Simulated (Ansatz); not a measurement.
# SnS2: the cost of one run

Program: Ansatz 0.2.0. Level of theory: DFT PBE, scalar-relativistic, plane waves, PAW. These are calculated values, not measurements.

1 further run of the same task is left out (set aside as unsound or not needed).

## Step 1: The starting structure

The structure is trigonal, space group P-3m1 (No. 164). The conventional cell has a = 3.702 Å, b = 3.702 Å, c = 6.973 Å, α = 90.00°, β = 90.00°, γ = 120.00°. Around Sn (site symmetry -3m) lie 6 S at 2.60 Å. S (site symmetry 3m) has 3 Sn at 2.60 Å as nearest neighbours.

Structure file:

```
CELL_PARAMETERS angstrom
3.70248 0.00000 0.00000
-1.85124 3.20644 0.00000
0.00000 0.00000 6.97333
ATOMIC_POSITIONS crystal
Sn 0.00000 0.00000 0.00000
S 0.66667 0.33333 0.21196
S 0.33333 0.66667 0.78804
```

This cell was relaxed beforehand with the same method: volume 27.60 Å³/atom, gap on the mesh 1.54 eV.

## Step 2: The cell under 1 GPa

At a set pressure the run lowers the enthalpy E + PV, so the energy alone may rise along the way.

The input, input.yaml:

```yaml
crystal:
  lattice:
    - [3.7024787369, 0.0, 0.0]
    - [-1.8512393684, 3.2064406432, 0.0]
    - [0.0, 0.0, 6.9733290208]
  atoms:
    - { symbol: Sn, position: [0.0, 0.0, 0.0] }
    - { symbol: S, position: [0.6666666667, 0.3333333333, 0.2119625359] }
    - { symbol: S, position: [0.3333333333, 0.6666666667, 0.7880374641] }
basis:
  ecutwfc: 420
kpoints:
  mp_grid: { grid: [12, 12, 4] }
hamiltonian:
  xc: pbe
scf:
  occupations: { method: fixed }
output:
  forces: true
  stress: true
  eigenvalues: true
relax:
  adjacent_minimum: "off"
  f_tol: 0.001
  max_steps: 60
  cell: { stress_tol: 0.02, p_target: 1.0 }
```

Run with:

```bash
> ansatz run input.yaml --threads 1 --pin off --max-ram 3072MiB --backend cpu --events-out ev --progress --plain --runs-dir out
```

**Question.** How long does this run take on 1 thread of Arm Neoverse V1, shared host, and how much memory does it need?

About 81 s, with a peak of 0.39 GiB.
